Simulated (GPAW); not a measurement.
# Si/Cu(100) in an electric field, part 2 of 2

How does Si/Cu(100) screen a perpendicular field?

GPAW 26.7.0; GPAW, PAW setups; slab in vacuum, relaxation (the session's first sound run).

So far, dipole along the normal (e·Å): step 2 (relaxation) -0.00952; step 3 (the slab's potential) -0.00970; step 4 (In a field) -0.0846.

## Step 5: In a field

Contents of run.py:

```python
import json
import numpy as np
from ase import Atoms
from gpaw import GPAW, PW
from gpaw.external import ConstantElectricField

slab = Atoms(
    ['Cu', 'Cu', 'Cu', 'Cu', 'Si'],
    positions=[
        [1.27633, 1.27633, 7.00000],
        [0.00000, 0.00000, 8.80500],
        [1.27633, 1.27633, 10.64478],
        [0.00000, 0.00000, 12.52131],
        [1.27633, 1.27633, 14.42154]],
    cell=[[2.55266, 0.0, 0.0], [0.0, 2.55266, 0.0], [0.0, 0.0, 21.21837]],
    pbc=[True, True, False])

slab.calc = GPAW(mode=PW(400), xc='PBE', kpts={'size': (12, 12, 1), 'gamma': True},
                 occupations={'name': 'fermi-dirac', 'width': 0.1}, nbands='200%',
                 convergence={'density': 1e-05}, maxiter=200,
                 poissonsolver={'dipolelayer': 'xy'},
                 external=ConstantElectricField(-0.1, [0, 0, 1]),
                 symmetry={'tolerance': 1e-3}, txt='slab.txt')
result = {}
energy = slab.get_potential_energy()
fermi = slab.calc.get_fermi_level()
v = slab.calc.get_electrostatic_potential().mean((0, 1)) - fermi
n = slab.calc.get_pseudo_density().mean((0, 1))
L = slab.cell[2, 2]
z = np.arange(len(v)) * L / len(v)
low, high = slab.positions[:, 2].min(), slab.positions[:, 2].max()
below, above = np.interp([low - 4.8, high + 4.8], z, v)
slopes = [np.interp(x, z, np.gradient(v, z)) for x in (low - 4.8, high + 4.8)]
eps = np.array([[slab.calc.get_eigenvalues(k, s) for k in range(len(slab.calc.get_ibz_k_points()))]
                for s in range(slab.calc.get_number_of_spins())]) - fermi
top, bottom = eps[eps < 0].max(), eps[eps > 0].min()
dipole = slab.get_dipole_moment()[2]
print(f'energy {energy:.4f} eV, Fermi level {fermi:.4f} eV, dipole {dipole:.5f} e A')
print(f'potential 4.8 A off the faces, from the Fermi level: lower {below:.4f} eV, upper {above:.4f} eV')
print(f'slope of the potential there: lower {slopes[0]:.5f}, upper {slopes[1]:.5f} eV/A')
print(f'nearest levels on the mesh: {top:.4f} and {bottom:.4f} eV')
print('magnetic moment', round(slab.get_magnetic_moment(), 3))
result.update(energy=energy, fermi=fermi, dipole=dipole, below=below, above=above, slopes=slopes, edges=[top, bottom],
              z=z.tolist(), v=v.tolist(), n=n.tolist(), positions=slab.positions.tolist(),
              forces=slab.get_forces(apply_constraint=False).tolist(), moments=slab.get_magnetic_moments().tolist())
json.dump(result, open('result.json', 'w'))
```

The run is started by

```sh
OMP_NUM_THREADS=1 OPENBLAS_NUM_THREADS=1 python run.py
```

Log:

```text
energy -18.5074 eV, Fermi level 1.1484 eV, dipole -0.04712 e A
potential 4.8 A off the faces, from the Fermi level: lower 4.0352 eV, upper 5.3439 eV
slope of the potential there: lower -0.00050, upper 0.00047 eV/A
nearest levels on the mesh: -0.0585 and 0.0132 eV
magnetic moment 0.0
```

Wall time 6 min (1 thread of Arm Neoverse V2, shared host); peak memory 0.37 GiB.

This step gave:

- dipole along the normal: -0.04712 e·Å
- levels nearest the Fermi level on the mesh: -0.05846, 0.01318 eV from the Fermi level
- potential below the slab, the applied field's own ramp left out: 4.035 eV from the Fermi level
- potential above the slab, the applied field's own ramp left out: 5.344 eV from the Fermi level

Table of electrostatic potential energy of an electron (without an applied field's), less the Fermi level, planar mean by z:

z (Å), electrostatic potential energy of an electron (without an applied field's), less the Fermi level, planar mean (eV) and a bar from the least value:
```
      0.0        4.7 #############################
      0.5        4.0 ############################
      1.0        4.0 ############################
      1.5        4.0 ############################
      2.0        4.0 ############################
      2.5        4.0 ############################
      3.0        4.0 ############################
      3.5        4.0 ############################
      4.0        4.0 ############################
      4.5        4.0 ############################
      5.0        3.8 ############################
      5.5        3.3 ###########################
      6.0        1.3 #########################
      6.5       -6.0 ################
      7.0      -16.0 ####
      7.5       -6.3 ################
      8.0       -2.1 #####################
      8.5      -11.3 ##########
      9.0      -13.9 ######
      9.5       -2.8 ####################
     10.0       -3.4 ###################
     10.5      -14.7 ######
     11.0       -9.6 ############
     11.5       -1.2 ######################
     12.0       -5.6 #################
     12.5      -15.9 ####
     13.0       -6.9 ###############
     13.5       -2.5 ####################
     14.0      -11.3 ##########
     14.5      -19.2 
     15.0       -6.1 ################
     15.5        2.0 ##########################
     16.0        4.5 #############################
     16.5        5.1 ##############################
     17.0        5.3 ##############################
     17.5        5.3 ##############################
     18.0        5.3 ##############################
     18.5        5.3 ##############################
     19.0        5.3 ##############################
     19.5        5.3 ##############################
     20.0        5.3 ##############################
     20.5        5.3 ##############################
     21.0        5.1 ##############################
```

Force by atom:

```
atom  x (eV/Å)  y (eV/Å)  z (eV/Å)    size
 Cu1    0.0000    0.0000    0.0567  0.0567
 Cu2    0.0000    0.0000   -0.0611  0.0611
 Cu3    0.0000    0.0000   -0.0001  0.0001
 Cu4    0.0000    0.0000   -0.0148  0.0148
 Si5    0.0000    0.0000    0.0202  0.0202
```

The dipole is now -0.0471 e Å, against -0.0097 in the run without a field.

## Step 6: In a field

Changes to run.py since step 5:

```diff
@@ -21,3 +21,3 @@
                  poissonsolver={'dipolelayer': 'xy'},
-                 external=ConstantElectricField(-0.1, [0, 0, 1]),
+                 external=ConstantElectricField(-0.05, [0, 0, 1]),
                  symmetry={'tolerance': 1e-3}, txt='slab.txt')
```

Log:

```text
energy -18.5055 eV, Fermi level 1.1507 eV, dipole -0.02839 e A
potential 4.8 A off the faces, from the Fermi level: lower 4.2909 eV, upper 5.0793 eV
slope of the potential there: lower -0.00055, upper 0.00045 eV/A
nearest levels on the mesh: -0.0592 and 0.0116 eV
magnetic moment 0.0
```

Elapsed: 6.1 min, on 1 thread; peak memory 0.37 GiB.

## Step 7: In a field

Changes to run.py since step 6:

```diff
@@ -21,3 +21,3 @@
                  poissonsolver={'dipolelayer': 'xy'},
-                 external=ConstantElectricField(-0.05, [0, 0, 1]),
+                 external=ConstantElectricField(0.05, [0, 0, 1]),
                  symmetry={'tolerance': 1e-3}, txt='slab.txt')
```

Log:

```text
energy -18.5045 eV, Fermi level 1.1546 eV, dipole 0.00909 e A
potential 4.8 A off the faces, from the Fermi level: lower 4.8034 eV, upper 4.5511 eV
slope of the potential there: lower -0.00064, upper 0.00038 eV/A
nearest levels on the mesh: -0.0605 and 0.0085 eV
magnetic moment 0.0
```

Wall time 6.9 min (1 thread); peak memory 0.37 GiB.

## Step 8: Field on

Changes to run.py since step 7:

```diff
@@ -21,3 +21,3 @@
                  poissonsolver={'dipolelayer': 'xy'},
-                 external=ConstantElectricField(0.05, [0, 0, 1]),
+                 external=ConstantElectricField(0.1, [0, 0, 1]),
                  symmetry={'tolerance': 1e-3}, txt='slab.txt')
```

Log:

```text
energy -18.5053 eV, Fermi level 1.1564 eV, dipole 0.02774 e A
potential 4.8 A off the faces, from the Fermi level: lower 5.0590 eV, upper 4.2888 eV
slope of the potential there: lower -0.00072, upper 0.00038 eV/A
nearest levels on the mesh: -0.0621 and 0.0060 eV
magnetic moment 0.0
```

The job ended after 9.1 min (1 thread; peak memory 0.37 GiB).

The dipole is now 0.0277 e Å, against -0.0097 in the run without a field.

## Step 9: Field on

Changes to run.py since step 8:

```diff
@@ -21,3 +21,3 @@
                  poissonsolver={'dipolelayer': 'xy'},
-                 external=ConstantElectricField(0.1, [0, 0, 1]),
+                 external=ConstantElectricField(0.2, [0, 0, 1]),
                  symmetry={'tolerance': 1e-3}, txt='slab.txt')
```

Log:

```text
energy -18.5099 eV, Fermi level 1.1588 eV, dipole 0.06535 e A
potential 4.8 A off the faces, from the Fermi level: lower 5.5765 eV, upper 3.7621 eV
slope of the potential there: lower -0.00084, upper 0.00034 eV/A
nearest levels on the mesh: -0.0627 and 0.0034 eV
magnetic moment 0.0
```

Elapsed: 8 min, on 1 thread; peak memory 0.37 GiB.

Table of electrostatic potential energy of an electron (without an applied field's), less the Fermi level, planar mean by z:

```
z (Å)  electrostatic potential energy of an electron (without an applied field's), less the Fermi level, planar mean (eV)
  0.0                                                                                                                4.67
  0.5                                                                                                                5.58
  1.0                                                                                                                5.58
  1.5                                                                                                                5.58
  2.0                                                                                                                5.58
  2.5                                                                                                                5.58
  3.0                                                                                                                5.57
  3.5                                                                                                                5.57
  4.0                                                                                                                5.56
  4.5                                                                                                                5.51
  5.0                                                                                                                5.34
  5.5                                                                                                                4.75
  6.0                                                                                                                2.66
  6.5                                                                                                               -4.75
  7.0                                                                                                               -14.9
  7.5                                                                                                               -5.37
  8.0                                                                                                               -1.34
  8.5                                                                                                               -10.7
  9.0                                                                                                               -13.4
  9.5                                                                                                               -2.48
 10.0                                                                                                               -3.24
 10.5                                                                                                               -14.7
 11.0                                                                                                               -9.72
 11.5                                                                                                               -1.44
 12.0                                                                                                               -5.98
 12.5                                                                                                               -16.5
 13.0                                                                                                               -7.60
 13.5                                                                                                               -3.36
 14.0                                                                                                               -12.3
 14.5                                                                                                               -20.3
 15.0                                                                                                               -7.45
 15.5                                                                                                               0.605
 16.0                                                                                                                2.98
 16.5                                                                                                                3.58
 17.0                                                                                                                3.72
 17.5                                                                                                                3.75
 18.0                                                                                                                3.76
 18.5                                                                                                                3.76
 19.0                                                                                                                3.76
 19.5                                                                                                                3.76
 20.0                                                                                                                3.76
 20.5                                                                                                                3.76
 21.0                                                                                                                4.11
```

The dipole is now 0.0653 e Å, against -0.0097 in the run without a field.

## Step 10: In a field

Changes to run.py since step 9:

```diff
@@ -21,3 +21,3 @@
                  poissonsolver={'dipolelayer': 'xy'},
-                 external=ConstantElectricField(0.2, [0, 0, 1]),
+                 external=ConstantElectricField(0.3, [0, 0, 1]),
                  symmetry={'tolerance': 1e-3}, txt='slab.txt')
```

Log:

```text
energy -18.5183 eV, Fermi level 1.1604 eV, dipole 0.10298 e A
potential 4.8 A off the faces, from the Fermi level: lower 6.0962 eV, upper 3.2366 eV
slope of the potential there: lower -0.00097, upper 0.00030 eV/A
nearest levels on the mesh: -0.0636 and 0.0016 eV
magnetic moment 0.0
```

Elapsed: 4.7 min, on 1 thread; peak memory 0.37 GiB.

The dipole is now 0.103 e Å, against -0.0097 in the run without a field.

## Step 11: The series

The members are put on one axis.

This step: induced dipole against applied field (GPAW 26.7.0).

Table of dipole along the normal by field:

```
field (V/Å)  dipole along the normal (e·Å)
     -0.200                        -0.0846
     -0.100                        -0.0471
     -0.050                        -0.0284
      0.000                       -0.00970
      0.050                        0.00909
      0.100                         0.0277
      0.200                         0.0653
      0.300                          0.103
```

## Step 12: A changed run

One more run, with changed settings.

This step: GPAW, PAW setups; slab in vacuum (GPAW 26.7.0).

Changes to run.py since step 10:

```diff
@@ -4,3 +4,2 @@
 from gpaw import GPAW, PW
-from gpaw.external import ConstantElectricField
 
@@ -17,7 +16,6 @@
 
-slab.calc = GPAW(mode=PW(400), xc='PBE', kpts={'size': (12, 12, 1), 'gamma': True},
+slab.calc = GPAW(mode=PW(400), xc='pbe96', kpts={'size': (12, 12, 1), 'gamma': True},
                  occupations={'name': 'fermi-dirac', 'width': 0.1}, nbands='200%',
-                 convergence={'density': 1e-05}, maxiter=200,
+                 convergence={'density': 1e-05}, maxiter=75,
                  poissonsolver={'dipolelayer': 'xy'},
-                 external=ConstantElectricField(0.3, [0, 0, 1]),
                  symmetry={'tolerance': 1e-3}, txt='slab.txt')
```

Log:

```text
NameError: Unknown functional: pbe96.
```

It took 0.62 s on 1 thread; peak memory 0.1 GiB.

The program refused the input before any cycle.

The program's message: “NameError: Unknown functional: pbe96.”

The change that led to it: xc = "pbe96".

## Step 13: What came out

* work function, upper and lower face: 4.815 and 4.547 eV
* dipole along the normal: -0.00970 e Å
* induced dipole per field: 0.375 e Å per V/Å
* out-of-plane polarisability per area, α/(ε0 A): 10.4 Å

What this shows: The field induces 0.375 e Å per V/Å, a polarisable thickness α/(ε0 A) of 10.4 Å beside 7.42 Å between the outermost nuclei. A perfect conductor would give the distance between its two image planes; a dielectric of thickness t gives t(1 - 1/ε). The two faces differ by 0.27 eV, the step that the slab's dipole makes (e p/(ε0 A) gives 0.27 eV), so the dipole layer is needed. The induced dipole is linear in the field over this range. The cell of 6.52 Å² holds one Si, started on one chosen site; other sites and coverages weren't tried. The in-plane lattice was kept as typed, which isn't the functional's own and leaves some strain; spin-orbit coupling and temperature are left out.

[Logs are printed without paths, hosts, clocks, repeated set-up lines and the standing remarks that a program may print on its own settings, such as how far it seeks lower states.]

[Hosts, paths, dates, database ids (printed as entryN), source tags and the programs' standing remarks are cut or masked in the printed files.]
